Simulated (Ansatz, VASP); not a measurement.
This is a calculation of Ga3Se for VASP 6.6.1.

The input INCAR:

```
SYSTEM = Ga3Se
PREC = Accurate
ENCUT = 520
EDIFF = 1E-6
ISMEAR = -1
SIGMA = 0.05
LREAL = .FALSE.
LASPH = .TRUE.
NELM = 80
ALGO = Normal
ISIF = 2
LWAVE = .FALSE.
LCHARG = .FALSE.
GGA = PS
NBANDS = 30
```

KPOINTS

```
Automatic mesh
0
G
  6 6 6
  0 0 0
```

The input POSCAR:

```
Ga3Se
1.0
    4.5193981489      0.0000000000      0.0000000000
    0.0000000000      4.5193981489      0.0000000000
    0.0000000000      0.0000000000      4.5193981489
Se Ga
1 3
Direct
    0.0000000000      0.0000000000      0.0000000000
    0.5000000000      0.5000000000      0.0000000000
    0.5000000000      0.0000000000      0.5000000000
    0.0000000000      0.5000000000      0.5000000000
```

Potentials or basis: VASP PAW PBE potentials, release 64 (Se, Ga_d).

Run with:

```console
$ cat potpaw_PBE.64/Se/POTCAR potpaw_PBE.64/Ga_d/POTCAR > POTCAR
$ mpirun -np 1 vasp_std > vasp.out
```

Q: Translate it to Ansatz 0.2.0. Potentials there: all-electron LAPW, scalar-relativistic.

A: As run (the cutoff follows the program's own potentials):

File input.yaml:

```yaml
crystal:
  lattice:
    - [4.5193981489, 0.0, 0.0]
    - [0.0, 4.5193981489, 0.0]
    - [0.0, 0.0, 4.5193981489]
  atoms:
    - { symbol: Se, position: [0.0, 0.0, 0.0] }
    - { symbol: Ga, position: [0.5, 0.5, 0.0] }
    - { symbol: Ga, position: [0.5, 0.0, 0.5] }
    - { symbol: Ga, position: [0.0, 0.5, 0.5] }
kpoints:
  mp_grid: { grid: [6, 6, 6] }
scf:
  occupations: { method: fermi_dirac, width: 0.05 }
hamiltonian:
  xc: pbesol
  pseudopotentials: { kind: all_electron, lapw: { basis_error: 0.001 } }
output:
  forces: true
  stress: true
  eigenvalues: true
```

Potentials or basis: all-electron LAPW, scalar-relativistic.

The run is started by

```bash
$ ansatz run input.yaml --threads 2 --pin off --max-ram 8192MiB --backend cpu --events-out ev --progress --plain --runs-dir out
```

Both were run:

|  | VASP | Ansatz | Ansatz less VASP |
| --- | --- | --- | --- |
| gap on the k mesh at the Fermi level (eV) | none | none | - |
| pressure (GPa) | -5.2 | -5.2 | -0.01 |

A gap of «none» marks a metal or a gap that the smearing closes. Ansatz ran all-electron here, so the differences hold the error of VASP's frozen core and of both bases.

Caveats: the PAW data sets were made with another functional, which shifts forces and pressure a little (VASP).
